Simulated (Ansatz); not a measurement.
This is a band-structure calculation with the plane-wave code Ansatz on MgS, 4H polytype; the level of theory is PBE. The cell was relaxed beforehand with r2SCAN.

```yaml
crystal:
  lattice:
    - [4.0147592377, 0.0, 0.0]
    - [-2.0073796188, 3.4768834899, 0.0]
    - [0.0, 0.0, 13.0018535178]
  atoms:
    - { symbol: Mg, position: [0.0, 0.0, -0.0010646286] }
    - { symbol: Mg, position: [0.3333333333, 0.6666666667, 0.2498019532] }
    - { symbol: Mg, position: [0.0, 0.0, 0.4989353714] }
    - { symbol: Mg, position: [0.6666666667, 0.3333333333, 0.7498019532] }
    - { symbol: S, position: [0.0, 0.0, 0.1879834583] }
    - { symbol: S, position: [0.3333333333, 0.6666666667, 0.4382792171] }
    - { symbol: S, position: [0.0, 0.0, 0.6879834583] }
    - { symbol: S, position: [0.6666666667, 0.3333333333, 0.9382792171] }
kpoints:
  mp_grid: { grid: [12, 12, 2] }
  band_path:
    path:
      - [[0.0, 0.0, 0.0], [0.5, 3.437622444127e-17, -1.267935167556e-35], [0.3333333333333, 0.3333333333333, 4.808103857848e-35], [0.0, 0.0, 0.0], [1.371235782748e-52, -1.130328653887e-51, 0.5], [0.5, 3.437622444127e-17, 0.5], [0.3333333333333, 0.3333333333333, 0.5], [1.371235782748e-52, -1.130328653887e-51, 0.5]]
      - [[0.5, 3.437622444127e-17, 0.5], [0.5, 3.437622444127e-17, -1.267935167556e-35]]
      - [[0.3333333333333, 0.3333333333333, 0.5], [0.3333333333333, 0.3333333333333, 4.808103857848e-35]]
    npoints: 10
hamiltonian:
  xc: pbe
scf:
  occupations: { method: fermi_dirac, width: 0.02 }
  n_extra_bands: 6
output:
  forces: true
  stress: true
  eigenvalues: true
```

The output follows, shortened, with numbered blanks.
```
Pseudopotential: Mg, paw, valence charge 10, recommended cutoff 420 eV (normal)
Pseudopotential: S, paw, valence charge 6, recommended cutoff 420 eV (normal)
Functional definition: PBE
  parameter kappa = 0.804
  parameter beta = 0.06672455060314922
  exchange = pbe_x(kappa = kappa, mu = beta*pi^2/3)
  correlation = pbe_c(beta = beta)
Crystal: 8 atoms, lattice volume = 181.491 Å³
Basis set: ecut = 420 eV, 3583 PW (Γ)
Bands: 38, of which v1, the nominal top of the filled ones, is band 32 counted from 1 (31 counted from 0)
Symmetry: 12 space group operations
Space group: P63mc (ITA 186)
k-points: 38 of 288
NSCF: frozen V_eff on 93 k-points
SCF converged after 6 iterations
Free energy (F): -11314.905511 eV
[1]
--- Per-component energies (eV) ---
  E_band       = -1479.666714
  E_kinetic    = 736.505183
  E_local      = -7540.957617
  E_nonlocal   = 494.366746
  E_hartree    = 2733.241516
  E_xc         = -508.446309
  E_vxc        = -504.479127
  E_paw        = -3570.999077
  E_vpaw       = -131.588374
  E_ewald      = -3658.615945
--- Forces (eV/Å), atoms counted from 1 ---
  atom   1  Mg      0.00000      0.00000    -0.00353
  atom   2  Mg      0.00000      0.00000    -0.00043
  atom   3  Mg      0.00000      0.00000    -0.00353
  atom   4  Mg      0.00000      0.00000    -0.00043
  atom   5  S       0.00000      0.00000      0.00251
  atom   6  S       0.00000      0.00000      0.00146
  atom   7  S       0.00000      0.00000      0.00251
  atom   8  S       0.00000      0.00000      0.00146
--- Stress (GPa, compression-positive) ---
[2]
--- Band table (eV; the first three rows and the last of 38) ---
[3]
```

The rows of the band table are 0: (0, 0, 0) = Γ, 1: (0, 0, -1/2) = A, 2: (0, 0.083, 0), 37: (1/3, 1/3, -1/2) = H.

Problem. Give the withheld lines. They hold the Fermi energy and the band table, the stress.

Solution.
```
[1]
Fermi energy:    4.921487 eV
[2]
        1.079732       0.000000       0.000000
        0.000000       1.079732       0.000000
        0.000000       0.000000       1.053472
  P = ⅓ Tr σ = 1.0710 GPa (10.710 kbar)
[3]
  k-point 0: bands = […, 2.9180, 2.9503, 2.9503, 3.1238, 3.1238, 3.1740, 6.6432, 8.0612, 8.1142, 8.2292, …]
  k-point 1: bands = […, 2.8095, 2.8095, 3.0668, 3.0668, 3.0668, 3.0668, 7.3114, 7.3114, 8.2036, 8.2036, …]
  k-point 2: bands = […, 2.7885, 2.8802, 2.8878, 2.9078, 3.1095, 3.1507, 6.9416, 8.2842, 8.3682, 8.4519, …]
  k-point 37: bands = […, 1.4472, 1.4472, 2.3349, 2.3349, 2.4334, 2.4334, 8.3085, 8.3085, 9.6025, 9.6025, …]
```
Only the leading digits can be foreseen; the rest is this run's record.

Run as `ansatz run input.yaml --threads 2 --pin off --max-ram 29491MiB --backend cpu --events-out ev --progress --plain --runs-dir out`. Wall time 17 s on 2 threads of AMD EPYC 7R13 Processor (Zen 3) (shared host), load about 0.9 per core; peak host memory 0.72 GiB.

The calculation is spin-unpolarised, and the structure need not be a phase that has been made.
